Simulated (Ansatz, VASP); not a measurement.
Nb in VASP and in Ansatz

```xyz
1
Lattice="-1.8076 1.8076 1.4099 1.8076 -1.8076 1.4099 1.8076 1.8076 -1.4099" Properties=species:S:1:pos:R:3 pbc="T T T"
Nb    0.0000    0.0000    0.0000
```

Alike in both runs: task single point; functional PBEsol; k mesh 22 × 22 × 22; occupations gaussian, width 0.15 eV; no spin polarisation.

|  | VASP | Ansatz |
| --- | --- | --- |
| version | VASP 6.6.1 | Ansatz 0.2.0 |
| potentials or method | VASP PAW PBE potentials, release 64 (Nb_sv) | scalar-relativistic, plane waves, PAW |
| plane-wave cutoff (eV) | 520 | 420 |
| valence electrons in the cell | 13 | 13 |

Ansatz gave:

```
gap on the k mesh at the Fermi level (eV)       : none
pressure (GPa)                                  : -4.2
largest component of the traceless stress (GPa) : 11.68
```

Task: What did VASP give for the same quantities?

Result: gap on the k mesh at the Fermi level (eV): none; pressure (GPa): -4.5; largest component of the traceless stress (GPa): 11.75.

A gap of «none» marks a metal or a gap that the smearing closes. With one functional, cell and mesh, what is left measures potentials, basis and numerics.

Caveats: the PAW data sets were made with another functional, which shifts forces and pressure a little (VASP).
